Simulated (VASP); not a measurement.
# CoSi2 (Fm-3m) in VASP: further runs

One crystal, CoSi2, is run at these levels: PBE; tasks: relaxation of cell and atoms, electrostatic potential.

Program: VASP 6.6.1. These are calculated values, not measurements. Logs are shortened: lines on timing, memory, paths and dates and some standing lists are left out, and cuts for length are marked.

## 1. The crystal as given

It takes space group Fm-3m (No. 225, cubic). The conventional cell has a = 5.320 Å, b = 5.320 Å, c = 5.320 Å, α = 90.00°, β = 90.00°, γ = 90.00°. Co (site symmetry m-3m) has 8 Si at 2.30 Å as nearest neighbours. Si (site symmetry -43m) has 4 Co at 2.30 Å as nearest neighbours.

The cell was built by a generator and needn't be a form met in nature.

## 2. Relaxation of cell and atoms, PBE

INCAR

```
SYSTEM = CoSi2
PREC     = Accurate       ! precision mode
ENCUT    = 600            ! plane-wave cutoff, eV
EDIFF    = 1E-6           ! SCF threshold, eV
ISMEAR   = 1              ! smearing method
SIGMA    = 0.1            ! smearing width, eV
LREAL    = .FALSE.        ! projectors in reciprocal space
LASPH    = .TRUE.         ! aspherical terms in the spheres
NELM     = 120            ! most SCF steps
ALGO     = Fast           ! electronic algorithm
ISIF     = 3              ! what is computed and relaxed
LWAVE    = .FALSE.        ! write WAVECAR
LCHARG   = .FALSE.        ! write CHGCAR
GGA      = PE             ! functional
IBRION   = 2              ! ionic algorithm
NSW      = 40             ! ionic steps
EDIFFG   = -0.005         ! ionic threshold
```

KPOINTS

```
regular mesh
0
G
  14 14 14
  0 0 0
```

POSCAR

```
CoSi2
1.0
    0.0000000000      2.6600000000      2.6600000000
    2.6600000000      0.0000000000      2.6600000000
    2.6600000000      2.6600000000      0.0000000000
Co Si
1 2
Direct
    0.0000000000      0.0000000000      0.0000000000
    0.2500000000      0.2500000000      0.2500000000
    0.7500000000      0.7500000000      0.7500000000
```

Potentials or basis: VASP PAW PBE potentials, release 64 (Co, Si).

On the command line:

```bash
$ cat potpaw_PBE.64/Co/POTCAR potpaw_PBE.64/Si/POTCAR > POTCAR
$ mpirun -np 1 vasp_std > vasp.out
```

OUTCAR:

```text
SYSTEM = CoSi2
   PREC = Accurate
   ENCUT = 600
   EDIFF = 1E-6
   ISMEAR = 1
   LREAL = .FALSE.
   LASPH = .TRUE.
   NELM = 120
   ISIF = 3
   GGA = PE
   IBRION = 2
   NSW = 40
   EDIFFG = -0.005

 ion  position               nearest neighbor table
   1  0.000  0.000  0.000-   3 2.30   3 2.30   3 2.30   2 2.30   3 2.30   2 2.30   2 2.30   2 2.30

   2  0.250  0.250  0.250-   1 2.30   1 2.30   1 2.30   1 2.30   3 2.66   3 2.66   3 2.66   3 2.66
                             3 2.66   3 2.66
   3  0.750  0.750  0.750-   1 2.30   1 2.30   1 2.30   1 2.30   2 2.66   2 2.66   2 2.66   2 2.66
                             2 2.66   2 2.66

  LATTYP: Found a face centered cubic cell.
 ALAT       =     5.3200000000

  Lattice vectors:

 A1 = (   0.0000000000,   2.6600000000,   2.6600000000)
 A2 = (   2.6600000000,   0.0000000000,   2.6600000000)
 A3 = (   2.6600000000,   2.6600000000,   0.0000000000)

Analysis of symmetry for initial positions (statically):
=====================================================================
 Subroutine PRICEL returns:
 Original cell was already a primitive cell.

 Routine SETGRP: Setting up the symmetry group for a
 face centered cubic supercell.

 Subroutine GETGRP returns: Found 48 space group operations
 (whereof 48 operations were pure point group operations)
 out of a pool of 48 trial point group operations.

The static configuration has the point symmetry O_h .

Analysis of symmetry for dynamics (positions and initial velocities):
=====================================================================
 Subroutine PRICEL returns:
 Original cell was already a primitive cell.

 Routine SETGRP: Setting up the symmetry group for a
 face centered cubic supercell.

 Subroutine GETGRP returns: Found 48 space group operations
 (whereof 48 operations were pure point group operations)
 out of a pool of 48 trial point group operations.

The dynamic configuration has the point symmetry O_h .

 Subroutine INISYM returns: Found 48 space group operations
 (whereof 48 operations are pure point group operations),
 and found     1 'primitive' translations

----------------------------------------------------------------------------------------

                                     Primitive cell

  volume of cell :      37.6422

  direct lattice vectors                    reciprocal lattice vectors
     0.000000000  2.660000000  2.660000000    -0.187969925  0.187969925  0.187969925
     2.660000000  0.000000000  2.660000000     0.187969925 -0.187969925  0.187969925
     2.660000000  2.660000000  0.000000000     0.187969925  0.187969925 -0.187969925

  length of vectors
[... 101 lines left out ...]
   IALGO  =     68    algorithm
   IMIX   =      4    mixing-type and parameters
     AMIX     =   0.40;   BMIX     =  1.00
     AMIX_MAG =   1.60;   BMIX_MAG =  1.00
  volume/ion in A,a.u.               =      12.55        84.67
  Fermi-wavevector in a.u.,A,eV,Ry     =   1.256029  2.373550 21.464655  1.577608
  Thomas-Fermi vector in A             =   2.389756
   LORBIT       =      0    0 simple, 1 ext, 2 COOP (PROOUT), +10 PAW based schemes
   GGA     = PE    functional components
   LHFCALC =     F    Hartree Fock is set to
   AEXX    =    0.0000 exact exchange contribution
   IVDW    =     0    specifies the selected vdW correction
   LEPSILON=     F    determine dielectric tensor
   LRPA    =     F    only Hartree local field effects (RPA)
 conjugate gradient relaxation of ions
 non-spin polarized calculation
 RMM-DIIS sequential band-by-band and
 Methfessel and Paxton  Order N= 1 SIGMA  =   0.10
  energy-cutoff  :      600.00
  volume of cell :       37.64
 maximum number of plane-waves:      1283
   NGX = 15   NGY = 15   NGZ = 15

--------------------------------------- Ionic step        1  -------------------------------------------

 number of electron      17.0000002 magnetization

 Free energy of the ion-electron system (eV)
  ---------------------------------------------------
  ext. energy  EPLUGINS =         0.00000000
  ---------------------------------------------------
  free energy    TOTEN  =       -19.28450376 eV

  energy without entropy =      -19.28381805  energy(sigma->0) =      -19.28427519

------------------------ aborting loop because EDIFF is reached ----------------------------------------

  FORCE on cell =-STRESS in cart. coord.  units (eV):
  Direction    XX          YY          ZZ          XY          YZ          ZX
  --------------------------------------------------------------------------------------
  -------------------------------------------------------------------------------------
  Total        0.9319892      0.9319892      0.9319892     -0.0000000     -0.0000000     -0.0000000
  in kB       39.6685724     39.6685724     39.6685724     -0.0000000     -0.0000000     -0.0000000
  external PRESSURE =      39.6685724 kB  Pullay stress =       0.0000000 kB
[... 24 lines left out ...]
--------------------------------------- Ionic step        2  -------------------------------------------

 number of electron      17.0000004 magnetization

 E-fermi :   9.7888     XC(G=0): -11.6343

 val. band max:        9.7730581741   @ k =   0.4286   0.2143   0.0714
 cond. band min:       9.8000162703   @ k =  -0.2857   0.2143   0.0714
 fundamental gap:      0.0269580962
 Fermi energy:         9.7887994288

 k-point     1 :       0.0000    0.0000    0.0000
  band No.  band energies     occupation
      1      -3.1697      2.00000
      2       5.7976      2.00000
      3       5.7976      2.00000
      4       5.7976      2.00000
      5       7.9384      2.00000
      6       7.9384      2.00000
      7      10.2867     -0.00000
      8      13.0789      0.00000
      9      13.0789      0.00000
     10      13.2043      0.00000
     11      13.2089      0.00000
     12      13.2089      0.00000
[... 418 lines left out ...]
--------------------------------------- Ionic step        4  -------------------------------------------

 number of electron      17.0000005 magnetization

 Free energy of the ion-electron system (eV)
  ---------------------------------------------------
  ext. energy  EPLUGINS =         0.00000000
  ---------------------------------------------------
  free energy    TOTEN  =       -19.29450861 eV

  energy without entropy =      -19.29386511  energy(sigma->0) =      -19.29429411

 E-fermi :  10.0926     XC(G=0): -11.7383

 val. band max:       10.0783640998   @ k =   0.4286   0.2143   0.0714
 cond. band min:      10.0989815063   @ k =   0.3571   0.0714   0.0000
 fundamental gap:      0.0206174064
 Fermi energy:        10.0925675613

 k-point     1 :       0.0000    0.0000    0.0000
  band No.  band energies     occupation
      1      -3.0414      2.00000
      2       5.9999      2.00000
      3       5.9999      2.00000
      4       5.9999      2.00000
      5       8.1681      2.00000
      6       8.1681      2.00000
      7      10.8098     -0.00000
      8      13.4706      0.00000
      9      13.4706      0.00000
     10      13.5185      0.00000
     11      13.5191      0.00000
     12      13.5191      0.00000
[... 375 lines left out ...]
  FREE ENERGIE OF THE ION-ELECTRON SYSTEM (eV)
  ---------------------------------------------------
  free  energy   TOTEN  =       -19.2945086111 eV

  energy  without entropy=      -19.2938651107  energy(sigma->0) =      -19.29429411

 reached required accuracy - stopping structural energy minimisation
```

CONTCAR:

```text
CoSi2
   1.00000000000000
     0.0000000000000000    2.6795300489058169    2.6795300489058169
     2.6795300489058169   -0.0000000000000000    2.6795300489058169
     2.6795300489058169    2.6795300489058169   -0.0000000000000000
  Co              Si
     1     2
Direct
     0.0000000000000000    0.0000000000000000    1.0000000000000000
     0.2500000000000000    0.2500000000000000    0.2500000000000000
     0.7500000000000000    0.7500000000000000    0.7500000000000000

  0.00000000E+00  0.00000000E+00  0.00000000E+00
  0.00000000E+00  0.00000000E+00  0.00000000E+00
  0.00000000E+00  0.00000000E+00  0.00000000E+00
```

Wall time 2.5 min (1 thread of Intel Xeon Platinum 8375C at 2.90GHz (Ice Lake), shared host); peak memory 0.22 GiB.

Results:

| Quantity | Value |
| --- | --- |
| Free energy | -19.2945 eV |
| Relaxed volume | 12.83 Å³/atom |
| Relaxed cell | a = 3.789 Å, b = 3.789 Å, c = 3.789 Å, α = 60.00°, β = 60.00°, γ = 60.00° |
| Space group after relaxing (to 0.05 Å) | Fm-3m (No. 225) |
| Energy gained by relaxing | 3.3 meV/atom |
| Ionic steps | 4 |
| Pressure after relaxing | 0.0 GPa |
| Band gap on the k mesh | none (metal or under the smearing width) |

Step by step:
```
step  energy change (eV)  largest force (eV/Å)  pressure (GPa)  volume (Å³)
   1              0.0000                0.0000            3.97        37.64
   2              0.0014                0.0000           -3.77        39.36
   3             -0.0100                0.0000            0.12        38.45
   4             -0.0100                0.0000           -0.04        38.48
```

Final structure:
```
Co Si
1.0
     0.00000    2.67953    2.67953
     2.67953    0.00000    2.67953
     2.67953    2.67953    0.00000
Co Si
1 2
Direct
  0.00000 0.00000 0.00000
  0.25000 0.25000 0.25000
  0.75000 0.75000 0.75000
```

Levels at points of the mesh, in eV from the Fermi level:
```csv
k point,band 7,band 8,band 9,band 10,band 11,band 12
"(0.00, 0.00, 0.00)",0.72,3.38,3.38,3.43,3.43,3.43
"(0.50, 0.00, 0.00)",-1.65,-0.50,-0.50,2.67,3.38,3.38
"(0.50, 0.50, 0.00)",-1.97,-1.93,-1.35,1.54,2.90,8.53
```

## 3. Electrostatic potential, PBE

This run uses another cell than the first one, of 12.83 Å³/atom, 1.022 times its volume.

INCAR

```
PREC = Accurate ; ENCUT = 520
EDIFF = 1E-6 ; ISMEAR = 1
SIGMA = 0.1 ; LREAL = F
LASPH = T ; NELM = 150
ALGO = Fast ; ISIF = 2
LWAVE = F ; LCHARG = T
GGA = PE ; LVHAR = T
```

KPOINTS

```
regular mesh
0
Gamma
  14 14 14
```

POSCAR

```
CoSi2                                   
1.0
    0.0000000000      2.6795300489      2.6795300489
    2.6795300489     -0.0000000000      2.6795300489
    2.6795300489      2.6795300489     -0.0000000000
  Co              Si            
     1     2
Direct
     0.0000000000000000    0.0000000000000000    1.0000000000000000
     0.2500000000000000    0.2500000000000000    0.2500000000000000
     0.7500000000000000    0.7500000000000000    0.7500000000000000
```

Potentials or basis: VASP PAW PBE potentials, release 64 (Co, Si).

On the command line:

```bash
$ cat potpaw_PBE.64/Co/POTCAR potpaw_PBE.64/Si/POTCAR > POTCAR
$ mpirun -np 1 vasp_std > vasp.out
```

Wall time 48 s (1 thread of Intel Xeon Platinum 8375C at 2.90GHz (Ice Lake), shared host); peak memory 0.19 GiB.

The run converged. Its results:

| Property | Result |
| --- | --- |
| Free energy | -19.2948 eV |
| Pressure | -0.1 GPa |
| Band gap on the k mesh | none (metal or under the smearing width) |

Levels at points of the mesh, in eV from the Fermi level:
| k point | band 6 | band 7 | band 8 | band 9 | band 10 | band 11 | band 12 |
| --- | --- | --- | --- | --- | --- | --- | --- |
| (0.00, 0.00, 0.00) | -1.92 | 0.72 | 3.38 | 3.38 | 3.43 | 3.43 | 3.43 |
| (0.50, 0.00, 0.00) | -1.65 | -1.65 | -0.50 | -0.50 | 2.67 | 3.38 | 3.38 |
| (0.50, 0.50, 0.00) | -1.97 | -1.97 | -1.93 | -1.35 | 1.54 | 2.90 | 8.53 |

Spin polarisation is off, so any magnetic state and its effect on volume and gap are missing.
